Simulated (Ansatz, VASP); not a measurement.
**One calculation of HfO2, two programs**

File INCAR:

```
PREC = Accurate
ENCUT = 520
EDIFF = 1E-6
ISMEAR = 0
SIGMA = 0.05
LREAL = False
LASPH = True
NELM = 60
ALGO = Normal
ISIF = 2
LWAVE = False
LCHARG = False
GGA = PS
NBANDS = 18
```

KPOINTS

```
regular mesh
0
Gamma
  8 8 8
```

POSCAR

```
HfO2
1.0
    0.0000000000      2.5575000000      2.5575000000
    2.5575000000      0.0000000000      2.5575000000
    2.5575000000      2.5575000000      0.0000000000
Hf O
1 2
Direct
    0.0000000000      0.0000000000     -0.1173020528
    0.2500000000      0.2500000000      0.2500000000
    0.7500000000      0.7500000000      0.7500000000
```

Input for Ansatz:

```yaml
crystal:
  lattice:
    - [0.0, 2.5575, 2.5575]
    - [2.5575, 0.0, 2.5575]
    - [2.5575, 2.5575, 0.0]
  atoms:
    - { symbol: Hf, position: [0.0, 0.0, -0.1173020528] }
    - { symbol: O, position: [0.25, 0.25, 0.25] }
    - { symbol: O, position: [0.75, 0.75, 0.75] }
basis:
  ecutwfc: 420
kpoints:
  mp_grid: { grid: [8, 8, 8] }
hamiltonian:
  xc: pbesol
scf:
  occupations: { method: gaussian, width: 0.05 }
output:
  forces: true
  stress: true
  eigenvalues: true
```

Alike in both runs: task single point; functional PBEsol; k mesh 8 × 8 × 8; occupations gaussian, width 0.05 eV; no spin polarisation.

|  | VASP | Ansatz |
| --- | --- | --- |
| version | VASP 6.6.1 | Ansatz 0.2.0 |
| potentials or method | VASP PAW PBE potentials, release 64 (Hf_pv, O) | scalar-relativistic, plane waves, PAW |
| plane-wave cutoff (eV) | 520 | 420 |
| valence electrons in the cell | 22 | 38 |

```csv
,VASP,Ansatz,Ansatz less VASP
gap on the k mesh at the Fermi level (eV),3.21,3.24,+0.029
least direct gap on the mesh (eV),3.54,3.56,+0.019
pressure (GPa),7.3,9.9,+2.67
largest component of the traceless stress (GPa),13.93,13.80,-0.129
rms of the force components (eV/Å),2.091,2.097,+0.0065
```

Atom by atom the forces differ by 0.007 eV/Å (rms over components). The two sets of potentials don't hold the same shells in valence.

Caveats: the PAW data sets were made with another functional, which shifts forces and pressure a little (VASP); spin-orbit coupling is left out, which moves the levels of the heavy elements. A k mesh can miss the band edges.
